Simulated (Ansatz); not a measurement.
# C: the change of pressure and energy above lowest point with volume per atom

Equation of state of a cubic crystal from periodic Kohn-Sham density functional theory without spin; pressure corrected for the finite basis. The results are calculated, by Ansatz 0.2.0 development build.

Cell of the first row (space group Im-3m, No. 229):
```
C
1.0
     -1.1632     1.1632     1.1632
      1.1632    -1.1632     1.1632
      1.1632     1.1632    -1.1632
C
1
Direct
  0.00000 0.00000 0.00000
```

Settings of every row: formula C; structure type bcc; functional PBE; spin treatment none; k mesh 64x64x64; occupation method fermi-dirac; occupation width 0.061225619 eV; wave cutoff 420 eV; datasets soft-1 PAW; density cutoff ratio 4.

Limits: a cubic model structure, not a phase known at ambient conditions.

```csv
row,volume per atom (Å³),pressure (GPa),energy above lowest point (meV/atom)
1,6.295,?,?
2,6.429,7.781,6.03
3,6.563,3.53,1.33
4,6.697,-0.279,0
5,6.83,-3.7,1.69
6,6.964,-6.78,6.09
7,7.098,-9.546,12.93
```

Question: what pressure and energy above lowest point should row 1 give?

Worked fit of pressure. Take u = (V_r/V)^(2/3) − 1 with V_r = 6.7635 Å³ an atom, which is twice the finite (Eulerian) strain; such expansions in the strain, on which the Birch-Murnaghan equation of state is built, carry the rest volume and the bulk modulus. The shown rows have u = 0.03439, 0.02026, 0.00661, -0.0065, -0.01929, -0.03167. Least squares give pressure = −2.0362 + 260.233 × u + 731.55 × u² GPa; a straight line predicts inner rows, each left out in turn, worse (root mean square 0.31 against 0.0073 GPa). The rows lie off it by 0.003, -0.006, 0.005, -0.003, 0.004, -0.002 (root mean square 0.0041 GPa). The pressure vanishes at u = 0.0077, or V = 6.687 Å³ an atom, and there the bulk modulus at fixed shape and fractions is B = −V dP/dV = (2/3)(1 + u) dP/du = 182 GPa. The withheld row has u = 0.04902, so the fit gives −2.0362 + 260.233 × (0.04902) + 731.55 × (0.04902)² = 12.478 GPa.

The calculation gave 12.52 GPa. The fit lies 0.042 GPa (0.19 % of the column's range) below it; its largest miss of a shown row is 0.006 GPa. This row lies beyond the range of the fit.

Worked fit of energy above lowest point. Take u = (V_r/V)^(2/3) − 1 with V_r = 6.7635 Å³ an atom, which is twice the finite (Eulerian) strain; such expansions in the strain, on which the Birch-Murnaghan equation of state is built, carry the rest volume and the bulk modulus. The shown rows have u = 0.03439, 0.02026, 0.00661, -0.0065, -0.01929, -0.03167. Least squares give energy above lowest point = 0.493 − 129.32 × u + 8377.3 × u² + 1912 × u³ meV/atom; a parabola predicts inner rows, each left out in turn, worse (root mean square 0.023 against 0.0063 meV/atom). All shown rows lie on it to the printed digit. Its lowest point lies at u = 0.0077, or V = 6.686 Å³ an atom, and the curvature there gives the bulk modulus at fixed shape and fractions, B = (4/9)(1 + u)² E″(u)/V = 182 GPa. The withheld row has u = 0.04902, so the fit gives 0.493 − 129.32 × (0.04902) + 8377.3 × (0.04902)² + 1912 × (0.04902)³ = 14.51 meV/atom.

The calculation gave 14.48 meV/atom. The fit lies 0.03 meV/atom (0.21 % of the column's range) above it; its largest miss of a shown row is 0.00 meV/atom. This row lies beyond the range of the fit.
